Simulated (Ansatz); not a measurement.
Steps from a short run of molecular dynamics on a 1×1×1 supercell (4 atoms) of CSi (ordering on diamond), relaxed with r2SCAN; forces from r2SCAN in Ansatz, 6×6×6 mesh, Fermi-Dirac smearing of 0.086 eV, Langevin thermostat and barostat (NPT), set at 1000 K. Classical nuclei, no spin polarisation; a few dozen steps show the first response, not equilibrium. The structure comes from a prototype and may be hypothetical.

**Question.** At 15 fs the positions in Å are
```
cell (Å): 1.271 0.734 7.199; -1.271 0.734 7.199; 0.000 -1.467 7.199
C    0.027  -0.099   3.857
Si  -0.086   0.129  15.719
C    0.049  -0.081  17.838
Si   0.107  -0.090   5.841
```
What are the forces, and how far does the free energy (smearing included) lie above that of step 0, with the atoms on their sites?

**Answer.** 28.3 meV an atom; forces in eV/Å:
```
cell (Å), as above: 1.271 0.734 7.199; -1.271 0.734 7.199; 0.000 -1.467 7.199
C    0.816   0.693  -0.431
Si   0.190  -0.419   0.282
C   -0.914  -0.230  -0.536
Si  -0.092  -0.043   0.685
```

**Question.** At 27 fs the positions in Å are
```
cell (Å): 1.274 0.735 7.217; -1.274 0.735 7.217; 0.000 -1.471 7.217
C    0.087  -0.153   3.881
Si  -0.096   0.234  15.794
C    0.076  -0.153  17.938
Si   0.151  -0.149   5.864
```
What are the forces, and how far does the free energy (smearing included) lie above that of step 0, with the atoms on their sites?

**Answer.** 58.4 meV an atom; forces in eV/Å:
```
cell (Å), as above: 1.274 0.735 7.217; -1.274 0.735 7.217; 0.000 -1.471 7.217
C   -0.244   0.183   0.008
Si   0.159  -0.686  -0.020
C    0.094   0.558  -1.007
Si  -0.009  -0.056   1.020
```

**Question.** At 30 fs the positions in Å are
```
cell (Å): 1.274 0.735 7.218; -1.274 0.735 7.218; 0.000 -1.471 7.218
C    0.097  -0.163   3.874
Si  -0.095   0.256  15.814
C    0.080  -0.176  17.948
Si   0.161  -0.159   5.877
```
What are the forces, and how far does the free energy (smearing included) lie above that of step 0, with the atoms on their sites?

**Answer.** 67.7 meV an atom; forces in eV/Å:
```
cell (Å), as above: 1.274 0.735 7.218; -1.274 0.735 7.218; 0.000 -1.471 7.218
C   -0.488  -0.264   0.372
Si   0.146  -0.744  -0.226
C    0.342   1.070  -1.113
Si  -0.001  -0.063   0.967
```

**Question.** At 36 fs the positions in Å are
```
cell (Å): 1.274 0.736 7.221; -1.274 0.736 7.221; 0.000 -1.472 7.221
C    0.099  -0.207   3.886
Si  -0.069   0.296  15.866
C    0.079  -0.208  17.947
Si   0.177  -0.186   5.918
```
What are the forces, and how far does the free energy (smearing included) lie above that of step 0, with the atoms on their sites?

**Answer.** 75.4 meV an atom; forces in eV/Å:
```
cell (Å), as above: 1.274 0.736 7.221; -1.274 0.736 7.221; 0.000 -1.472 7.221
C   -0.524   0.238   0.403
Si   0.099  -0.921  -0.405
C    0.456   0.759  -0.598
Si  -0.031  -0.076   0.600
```

**Question.** At 42 fs the positions in Å are
```
cell (Å): 1.275 0.736 7.225; -1.275 0.736 7.225; 0.000 -1.472 7.225
C    0.095  -0.240   3.909
Si  -0.039   0.301  15.918
C    0.080  -0.235  17.941
Si   0.192  -0.220   5.973
```
What are the forces, and how far does the free energy (smearing included) lie above that of step 0, with the atoms on their sites?

**Answer.** 80.9 meV an atom; forces in eV/Å:
```
cell (Å), as above: 1.275 0.736 7.225; -1.275 0.736 7.225; 0.000 -1.472 7.225
C   -0.279   0.470   0.132
Si   0.064  -1.038  -0.477
C    0.291   0.631   0.238
Si  -0.076  -0.062   0.106
```

**Question.** At 51 fs the positions in Å are
```
cell (Å): 1.275 0.736 7.226; -1.275 0.736 7.226; 0.000 -1.473 7.226
C    0.066  -0.257   3.952
Si  -0.009   0.269  15.971
C    0.085  -0.248  17.999
Si   0.221  -0.288   6.041
```
What are the forces, and how far does the free energy (smearing included) lie above that of step 0, with the atoms on their sites?

**Answer.** 79.4 meV an atom; forces in eV/Å:
```
cell (Å), as above: 1.275 0.736 7.226; -1.275 0.736 7.226; 0.000 -1.473 7.226
C    0.891   0.544   0.301
Si   0.016  -1.013  -0.511
C   -0.739   0.411   0.183
Si  -0.168   0.058   0.027
```
